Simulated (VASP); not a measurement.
CuO (Tenorite):

```
Cu O
1.0
     2.34465   -1.71340    0.00000
     2.34465    1.71340    0.00000
    -0.86055    0.00000    5.05944
Cu O
2 2
Cartesian
  0.7420 -0.8457 2.5297
  1.1723 0.8457 0.0000
  1.6421 0.2841 3.8133
  2.0724 -0.2841 1.2836
```

| Property | Result |
| --- | --- |
| Program | VASP 6.6.1 |
| Task | relaxation of cell and atoms |
| Functional | LDA |
| Potentials or basis | VASP PAW LDA potentials, release 64 (Cu, O) |
| Cutoff | 600 eV |
| k mesh | 8 × 8 × 4 |
| Occupations | fermi-dirac, width 0.05 eV |
| Spin | no spin polarisation |

At the start: pressure -8.9 GPa; volume 10.16 Å³/atom.

Problem. Where does the relaxation end?

Solution. Over 34 steps the energy falls by 58.3 meV/atom and the volume is 10.30 Å³/atom (+1.3 %); space group Cccm (No. 66, to 0.05 Å).

The path:
```csv
step,energy change (eV),largest force (eV/Å),pressure (GPa),volume (Å³)
1,0.0000,0.7906,-8.92,40.65
2,-0.0830,0.0400,8.71,37.41
3,-0.1099,0.2992,2.13,38.42
4,-0.1215,0.1895,0.35,38.84
5,-0.1215,0.1848,-0.02,38.83
6,-0.1281,0.1534,0.13,38.96
7,-0.1440,0.0620,0.00,39.34
8,-0.1553,0.2495,0.36,40.06
9,-0.1586,0.2388,0.25,40.14
10,-0.1675,0.2144,-0.09,40.38
11,-0.1820,0.1918,-0.92,40.84
12,-0.1956,0.2572,-2.46,41.68
13,-0.2127,0.1652,-1.06,41.43
14,-0.2231,0.0803,0.77,41.08
15,-0.2234,0.0833,1.31,40.99
16,-0.2278,0.0698,-0.09,41.23
17,-0.2283,0.0899,-0.40,41.30
18,-0.2283,0.0966,-0.66,41.33
19,-0.2298,0.0786,-0.25,41.22
20,-0.2305,0.0751,0.11,41.11
21,-0.2310,0.0396,0.05,41.12
22,-0.2311,0.0326,0.00,41.13
23,-0.2315,0.0132,0.03,41.13
24,-0.2319,0.0311,0.10,41.15
25,-0.2322,0.0217,0.14,41.17
26,-0.2328,0.0143,-0.31,41.24
27,-0.2328,0.0258,-0.17,41.26
28,-0.2328,0.0427,-0.42,41.31
29,-0.2328,0.0320,-0.27,41.28
30,-0.2331,0.0269,-0.10,41.23
31,-0.2332,0.0318,0.01,41.19
32,-0.2331,0.0349,0.45,41.12
33,-0.2332,0.0295,0.17,41.17
34,-0.2334,0.0188,0.10,41.18
```

Final structure:
```
Cu O
1.0
     2.04831   -1.98160    0.15612
     2.04831    1.98160    0.15612
    -0.39413    0.00000    5.04306
Cu O
2 2
Direct
  0.49424 0.99420 0.50178
  0.99420 0.49424 0.00178
  0.49330 0.49526 0.75192
  0.49526 0.49330 0.25192
```

Caveat: the run has no spin polarisation, though such a crystal can be magnetic.
